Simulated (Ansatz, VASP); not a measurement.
**Ta in VASP and in Ansatz**

INCAR

```
SYSTEM = Ta
PREC = Accurate
ENCUT = 600
EDIFF = 1E-6
ISMEAR = 0
SIGMA = 0.1
LREAL = .FALSE.
LASPH = .TRUE.
NELM = 60
ALGO = Normal
ISIF = 3
LWAVE = .FALSE.
LCHARG = .FALSE.
GGA = PS
IBRION = 2
NSW = 90
EDIFFG = -0.04
```

File KPOINTS:

```
Automatic mesh
0
G
  6 6 6
  0 0 0
```

The input POSCAR:

```
Ta
1.0
    4.9513374049      0.0000000000      0.0000000000
   -2.4756687025      4.2879839754      0.0000000000
    0.0000000000      0.0000000000      3.0353851048
Ta
3
Direct
    0.0000000000      0.0000000000      0.0000000000
    0.3333333333      0.6666666667      0.5000000000
    0.6666666667      0.3333333333      0.5000000000
```

Input for Ansatz:

```yaml
crystal:
  lattice:
    - [4.9513374049, 0.0, 0.0]
    - [-2.4756687025, 4.2879839754, 0.0]
    - [0.0, 0.0, 3.0353851048]
  atoms:
    - { symbol: Ta, position: [0.0, 0.0, 0.0] }
    - { symbol: Ta, position: [0.3333333333, 0.6666666667, 0.5] }
    - { symbol: Ta, position: [0.6666666667, 0.3333333333, 0.5] }
basis:
  ecutwfc: 420
kpoints:
  mp_grid: { grid: [6, 6, 6] }
hamiltonian:
  xc: pbesol
scf:
  occupations: { method: gaussian, width: 0.1 }
  lower_state_search: "off"
output:
  forces: true
  stress: true
  eigenvalues: true
relax:
  adjacent_minimum: "off"
  f_tol: 0.04
  max_steps: 70
  cell: { stress_tol: 0.4 }
```

Alike in both runs: task relaxation of cell and atoms; functional PBEsol; k mesh 6 × 6 × 6; occupations gaussian, width 0.1 eV; no spin polarisation.

```csv
,VASP,Ansatz
version,VASP 6.6.1,Ansatz 0.2.0
potentials or method,"VASP PAW PBE potentials, release 64 (Ta_pv)","scalar-relativistic, plane waves, PAW"
plane-wave cutoff (eV),600,420
valence electrons in the cell,33,39
```

Ansatz gave:

| Quantity | Value |
| --- | --- |
| gap on the k mesh at the Fermi level, each at its own relaxed structure (eV) | none |
| relaxed volume (Å³/atom) | 17.96 |
| relaxed cell length with the largest relative difference (Å) | 2.705 |
| energy change over the relaxation (meV/atom) | -392 |

Which values does VASP return?

gap on the k mesh at the Fermi level, each at its own relaxed structure (eV): none; relaxed volume (Å³/atom): 18.01; relaxed cell length with the largest relative difference (Å): 2.708; energy change over the relaxation (meV/atom): -390.

A gap of «none» marks a metal or a gap that the smearing closes. The two sets of potentials don't hold the same shells in valence.

Caveats: the volume moved by over 15 % at a fixed basis, so the end points are rough (VASP); the PAW data sets were made with another functional, which shifts forces and pressure a little (VASP). Spin-orbit coupling is left out, which matters for the levels of Ta.
